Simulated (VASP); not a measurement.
# LiF (P6_3/mmc) in VASP: notebook

The runs below take LiF through single point, with PBE, HSE06.

Everything below comes from runs of VASP 6.6.1. Logs are shortened: lines on timing, memory, paths and dates and some standing lists are left out, and cuts for length are marked.

## Step 1: The crystal as given

It takes space group P6_3/mmc (No. 194, hexagonal). Conventional cell: a = 3.280 Å, b = 3.280 Å, c = 4.000 Å, α = 90.00°, β = 90.00°, γ = 120.00°. Li (site symmetry -6m2) has 5 F at 1.89 to 2.00 Å as nearest neighbours. F (site symmetry -6m2) has 5 Li at 1.89 to 2.00 Å as nearest neighbours.

The cell was built by a generator and needn't be a form met in nature.

## Step 2: Single point, PBE

INCAR

```
ALGO = Normal
EDIFF = 1E-6
ENCUT = 520
GGA = PE
ISIF = 2
ISMEAR = 0
LASPH = True
LCHARG = False
LREAL = False
LWAVE = False
NBANDS = 18
NELM = 100
PREC = Accurate
SIGMA = 0.01
```

KPOINTS

```
k-points
0
Gamma
  6 6 4
```

POSCAR

```
LiF
1.0
    3.2800798842      0.0000000000      0.0000000000
   -1.6400399421      2.8406325061      0.0000000000
    0.0000000000      0.0000000000      3.9995958328
Li F
2 2
Direct
    0.3333333333      0.6666666667      0.2500000000
    0.6666666667      0.3333333333      0.7500000000
    0.6666666667      0.3333333333      0.2500000000
    0.3333333333      0.6666666667      0.7500000000
```

Potentials or basis: VASP PAW PBE potentials, release 64 (Li_sv, F).

On the command line:

```
$ cat potpaw_PBE.64/Li_sv/POTCAR potpaw_PBE.64/F/POTCAR > POTCAR
$ mpirun -np 1 vasp_std > vasp.out
```

OUTCAR:

```text
EDIFF = 1E-6
   ENCUT = 520
   GGA = PE
   ISIF = 2
   ISMEAR = 0
   LASPH = True
   LREAL = False
   NELM = 100
   PREC = Accurate

 ion  position               nearest neighbor table
   1  0.333  0.667  0.250-   3 1.89   3 1.89   3 1.89   4 2.00   4 2.00
   2  0.667  0.333  0.750-   4 1.89   4 1.89   4 1.89   3 2.00   3 2.00
   3  0.667  0.333  0.250-   1 1.89   1 1.89   1 1.89   2 2.00   2 2.00
   4  0.333  0.667  0.750-   2 1.89   2 1.89   2 1.89   1 2.00   1 2.00

  LATTYP: Found a hexagonal cell.
 ALAT       =     3.2800798842
 C/A-ratio  =     1.2193592760

  Lattice vectors:

 A1 = (   3.2800798842,   0.0000000000,   0.0000000000)
 A2 = (  -1.6400399421,   2.8406325061,   0.0000000000)
 A3 = (   0.0000000000,   0.0000000000,   3.9995958328)

Analysis of symmetry for initial positions (statically):
=====================================================================
 Subroutine PRICEL returns:
 Original cell was already a primitive cell.

 Routine SETGRP: Setting up the symmetry group for a
 hexagonal supercell.

 Subroutine GETGRP returns: Found 24 space group operations
 (whereof 12 operations were pure point group operations)
 out of a pool of 24 trial point group operations.

The static configuration has the point symmetry D_3d.
 The point group associated with its full space group is D_6h.

Analysis of symmetry for dynamics (positions and initial velocities):
=====================================================================
 Subroutine PRICEL returns:
 Original cell was already a primitive cell.

 Routine SETGRP: Setting up the symmetry group for a
 hexagonal supercell.

 Subroutine GETGRP returns: Found 24 space group operations
 (whereof 12 operations were pure point group operations)
 out of a pool of 24 trial point group operations.

The dynamic configuration has the point symmetry D_3d.
 The point group associated with its full space group is D_6h.

 Subroutine INISYM returns: Found 24 space group operations
 (whereof 12 operations are pure point group operations),
 and found     1 'primitive' translations

----------------------------------------------------------------------------------------

                                     Primitive cell

  volume of cell :      37.2662

  direct lattice vectors                    reciprocal lattice vectors
     3.280079884  0.000000000  0.000000000     0.304870624  0.176017137  0.000000000
    -1.640039942  2.840632506  0.000000000     0.000000000  0.352034273  0.000000000
     0.000000000  0.000000000  3.999595833     0.000000000  0.000000000  0.250025263

  length of vectors
     3.280079884  3.280079884  3.999595833     0.352034273  0.352034273  0.250025263

  position of ions in fractional coordinates (direct lattice)
     0.333333333  0.666666667  0.250000000
     0.666666667  0.333333333  0.750000000
     0.666666667  0.333333333  0.250000000
     0.333333333  0.666666667  0.750000000

  ion indices of the primitive-cell ions
   primitive index   ion index
                 1           1
                 2           2
                 3           3
                 4           4

----------------------------------------------------------------------------------------

 KPOINTS: k-points

Automatic generation of k-mesh.
 Grid dimensions read from file:
 generate k-points for:    6    6    4

 Generating k-lattice:

  Cartesian coordinates                     Fractional coordinates (reciprocal lattice)
     0.050811771  0.029336189  0.000000000     0.166666667  0.000000000  0.000000000
     0.000000000  0.058672379  0.000000000     0.000000000  0.166666667  0.000000000
     0.000000000  0.000000000  0.062506316     0.000000000  0.000000000  0.250000000

  Length of vectors
     0.058672379  0.058672379  0.062506316

  Shift w.r.t. Gamma in fractional coordinates (k-lattice)
     0.000000000  0.000000000  0.000000000

 Subroutine IBZKPT returns following result:
 ===========================================

 Found     21 irreducible k-points:

 Following reciprocal coordinates:
            Coordinates               Weight
  0.000000  0.000000  0.000000      1.000000
  0.166667 -0.000000  0.000000      6.000000
  0.333333  0.000000  0.000000      6.000000
  0.500000 -0.000000  0.000000      3.000000
  0.166667  0.166667  0.000000      6.000000
  0.333333  0.166667  0.000000     12.000000
[... 13 lines left out ...]
  0.333333  0.166667  0.500000     12.000000
  0.333333  0.333333  0.500000      2.000000
   k-points           NKPTS =     21   k-points in BZ     NKDIM =     21   number of bands    NBANDS=     18
   number of dos      NEDOS =    301   number of ions     NIONS =      4
   total plane-waves  NPLWV =  17280
   dimension x,y,z NGX =    24 NGY =   24 NGZ =   30
   dimension x,y,z NGXF=    48 NGYF=   48 NGZF=   60
   ions per type =               2   2
   NGX,Y,Z   is equivalent  to a cutoff of  12.16, 12.16, 12.47 a.u.
   NGXF,Y,Z  is equivalent  to a cutoff of  24.33, 24.33, 24.94 a.u.
 SYSTEM =  unknown system
   PREC   = accura    normal or accurate (medium, high low for compatibility)
   ISTART =      0    job   : 0-new  1-cont  2-samecut
   ICHARG =      2    charge: 1-file 2-atom 10-const
   ISPIN  =      1    spin polarized calculation?
   LNONCOLLINEAR =      F non collinear calculations
   LSORBIT =      F    spin-orbit coupling
   LASPH  =      T    aspherical Exc in radial PAW
   ENCUT  =  520.0 eV  38.22 Ry    6.18 a.u.   6.10  6.10  7.44*2*pi/ulx,y,z
   NELM   =    100;   NELMIN=  2; NELMDL= -5     # of ELM steps
   EDIFF  = 0.1E-05   stopping-criterion for ELM
   LREAL  =      F    real-space projection
   EDIFFG = 0.1E-04   stopping-criterion for IOM
   NSW    =      0    number of steps for IOM
   IBRION =     -1    ionic relax: 0-MD 1-quasi-New 2-CG
   NFREE  =      0    steps in history (QN), initial steepest desc. (CG)
   ISIF   =      2    stress and relaxation
   ISYM   =      2    0-nonsym 1-usesym 2-fastsym
   POTIM  = 0.5000    time-step for ionic-motion
   TEBEG  =    0.0;   TEEND  =   0.0 temperature during run
   PSTRESS=    0.0 pullay stress
   NELECT =      20.0000    total number of electrons
   NUPDOWN=      -1.0000    fix difference up-down
   EMIN   =  10.00;   EMAX   =-10.00  energy-range for DOS
   EFERMI =   0.00;   METHOD = LEGACY
   ISMEAR =     0;   SIGMA  =   0.01  broadening in eV -4-tet -1-fermi 0-gaus
   EFERMI_NEDOS =   21; number of points for ismear=-14 and -15
   IALGO  =     38    algorithm
   IMIX   =      4    mixing-type and parameters
     AMIX     =   0.40;   BMIX     =  1.00
     AMIX_MAG =   1.60;   BMIX_MAG =  1.00
  volume/ion in A,a.u.               =       9.32        62.87
  Fermi-wavevector in a.u.,A,eV,Ry     =   1.330392  2.514076 24.081536  1.769943
  Thomas-Fermi vector in A             =   2.459482
   LORBIT       =      0    0 simple, 1 ext, 2 COOP (PROOUT), +10 PAW based schemes
   GGA     = PE    functional components
   LHFCALC =     F    Hartree Fock is set to
   AEXX    =    0.0000 exact exchange contribution
   IVDW    =     0    specifies the selected vdW correction
   LEPSILON=     F    determine dielectric tensor
   LRPA    =     F    only Hartree local field effects (RPA)
 non-spin polarized calculation
 Gauss-broadening in eV      SIGMA  =   0.01
  energy-cutoff  :      520.00
  volume of cell :       37.27
 maximum number of plane-waves:      1032
   NGX = 13   NGY = 13   NGZ = 15

 number of electron      19.9999999 magnetization

 Free energy of the ion-electron system (eV)
  ---------------------------------------------------
  ext. energy  EPLUGINS =         0.00000000
  ---------------------------------------------------
  free energy    TOTEN  =       -19.26218982 eV

  energy without entropy =      -19.26218982  energy(sigma->0) =      -19.26218982

 E-fermi :  -1.7292     XC(G=0):  -9.1408

 val. band max:       -1.7786153287   @ k =   0.0000   0.0000   0.0000
 cond. band min:       6.0370150866   @ k =   0.0000   0.0000   0.0000
 fundamental gap:      7.8156304153
 Fermi energy:        -1.7291553576

 k-point     1 :       0.0000    0.0000    0.0000
  band No.  band energies     occupation
      1     -42.6091      2.00000
      2     -42.5273      2.00000
      3     -21.6930      2.00000
      4     -21.0281      2.00000
      5      -4.6723      2.00000
      6      -3.0511      2.00000
[... 10 lines left out ...]
     17      16.4389      0.00000
     18      22.2625      0.00000

 k-point     2 :       0.1667   -0.0000    0.0000
  band No.  band energies     occupation
      1     -42.6010      2.00000
      2     -42.5289      2.00000
      3     -21.6527      2.00000
      4     -21.0675      2.00000
      5      -4.4791      2.00000
      6      -3.2313      2.00000
[... 10 lines left out ...]
     17      17.1326      0.00000
     18      19.3069      0.00000

 k-point     3 :       0.3333    0.0000    0.0000
  band No.  band energies     occupation
      1     -42.5819      2.00000
      2     -42.5349      2.00000
      3     -21.5473      2.00000
      4     -21.1701      2.00000
      5      -3.9837      2.00000
      6      -3.7174      2.00000
[... 10 lines left out ...]
     17      17.7402      0.00000
     18      18.9189      0.00000

 k-point     4 :       0.5000   -0.0000    0.0000
  band No.  band energies     occupation
      1     -42.5687      2.00000
      2     -42.5417      2.00000
      3     -21.4614      2.00000
      4     -21.2546      2.00000
      5      -3.9800      2.00000
      6      -3.6242      2.00000
[... 312 lines left out ...]
      4     -21.3938      2.00000
      5      -3.7149      2.00000
      6      -3.7149      2.00000
[... 10 lines left out ...]
     17      17.5324      0.00000
     18      17.5324      0.00000

 k-point    20 :       0.3333    0.1667    0.5000
  band No.  band energies     occupation
      1     -42.5539      2.00000
      2     -42.5539      2.00000
      3     -21.3870      2.00000
      4     -21.3870      2.00000
      5      -3.9020      2.00000
      6      -3.9020      2.00000
[... 10 lines left out ...]
     17      18.1359      0.00000
     18      18.1359      0.00000

 k-point    21 :       0.3333    0.3333    0.5000
  band No.  band energies     occupation
      1     -42.5523      2.00000
      2     -42.5523      2.00000
      3     -21.3849      2.00000
      4     -21.3849      2.00000
      5      -3.7498      2.00000
      6      -3.7498      2.00000
[... 10 lines left out ...]
     17      18.7957      0.00000
     18      18.7957      0.00000

------------------------ aborting loop because EDIFF is reached ----------------------------------------

  FORCE on cell =-STRESS in cart. coord.  units (eV):
  Direction    XX          YY          ZZ          XY          YZ          ZX
  --------------------------------------------------------------------------------------
  -------------------------------------------------------------------------------------
  Total        0.6799683      0.6799683      0.7765917      0.0000000      0.0000000      0.0000000
  in kB       29.2336901     29.2336901     33.3877951      0.0000000      0.0000000      0.0000000
  external PRESSURE =      30.6183918 kB  Pullay stress =       0.0000000 kB

 VOLUME and BASIS-vectors are now :
 -----------------------------------------------------------------------------
  energy-cutoff  :      520.00
  volume of cell :       37.27
      direct lattice vectors                 reciprocal lattice vectors
     3.280079884  0.000000000  0.000000000     0.304870624  0.176017137  0.000000000
    -1.640039942  2.840632506  0.000000000     0.000000000  0.352034273  0.000000000
     0.000000000  0.000000000  3.999595833     0.000000000  0.000000000  0.250025263

 POSITION                                       TOTAL-FORCE (eV/Angst)
 -----------------------------------------------------------------------------------
     -0.00000      1.89376      0.99990         0.000000      0.000000      0.000000
      1.64004      0.94688      2.99970        -0.000000      0.000000      0.000000
      1.64004      0.94688      0.99990        -0.000000      0.000000      0.000000
     -0.00000      1.89376      2.99970         0.000000     -0.000000      0.000000
 -----------------------------------------------------------------------------------
    total drift:                               -0.000000     -0.000000     -0.000000

  FREE ENERGIE OF THE ION-ELECTRON SYSTEM (eV)
  ---------------------------------------------------
  free  energy   TOTEN  =       -19.2621898221 eV

  energy  without entropy=      -19.2621898221  energy(sigma->0) =      -19.26218982
```

Run time: 9.3 s. Hardware: 1 thread of Intel Xeon Platinum 8559C (Emerald Rapids), shared host; peak memory 0.14 GiB.

What came out:

| Item | Value |
| --- | --- |
| Free energy | -19.2622 eV |
| Band gap on the k mesh | 7.82 eV, direct |

Caveat: the cutoff is under 1.25 times the usual one of these potentials, so pressure, stress and relaxed cells hold a basis-set (Pulay) error.

## Step 3: Single point, HSE06

POSCAR is that of step 2.

INCAR.step1

```
  PREC = Accurate
  ENCUT = 520
  EDIFF = 1E-5
  ISMEAR = 0
  SIGMA = 0.01
  LREAL = False
  LASPH = True
  NELM = 100
  ALGO = Normal
  ISIF = 2
  LWAVE = True
  NBANDS = 18
  GGA = PE
```

INCAR.step2

```
  PREC = Accurate
  ENCUT = 520
  EDIFF = 1E-6
  ISMEAR = 0
  SIGMA = 0.01
  LREAL = False
  LASPH = True
  NELM = 100
  ALGO = Normal
  ISIF = 2
  LWAVE = False
  LCHARG = True
  GGA = PE
  LHFCALC = True
  HFSCREEN = 0.2079
  PRECFOCK = Normal
  LELF = True
  LVHAR = True
  NBANDS = 18
  ISTART = 1
```

KPOINTS

```
regular mesh
0
Gamma
  6 6 4
```

Potentials or basis: VASP PAW PBE potentials, release 64 (Li_sv, F).

On the command line:

```
$ cat potpaw_PBE.64/Li_sv/POTCAR potpaw_PBE.64/F/POTCAR > POTCAR
$ cp INCAR.step1 INCAR
$ mpirun -np 1 vasp_std > vasp.out
$ cp INCAR.step2 INCAR
$ mpirun -np 1 vasp_std > vasp.out
```

Wall time 30 min (1 thread of Intel Xeon Platinum 8559C (Emerald Rapids), shared host); peak memory 0.25 GiB.

Results (log left out):

- Free energy: -22.7538 eV
- Band gap on the k mesh: 9.96 eV, direct

Levels at points of the mesh, in eV from the valence-band top:
| k point | band 8 | band 9 | band 10 | band 11 | band 12 | band 13 |
| --- | --- | --- | --- | --- | --- | --- |
| (0.00, 0.00, 0.00) | -0.51 | -0.51 | 0.00 | 9.96 | 17.28 | 18.75 |
| (0.50, 0.00, 0.00) | -1.09 | -0.94 | -0.50 | 12.67 | 16.05 | 17.45 |
| (0.00, 0.00, 0.50) | -0.92 | -0.92 | -0.92 | 12.56 | 12.56 | 19.28 |
| (0.50, 0.00, 0.50) | -1.24 | -0.41 | -0.41 | 13.23 | 13.23 | 18.25 |

Caveat: the cutoff is under 1.25 times the usual one of these potentials, so pressure, stress and relaxed cells hold a basis-set (Pulay) error; the PAW data sets were made with another functional, which shifts forces and pressure a little.
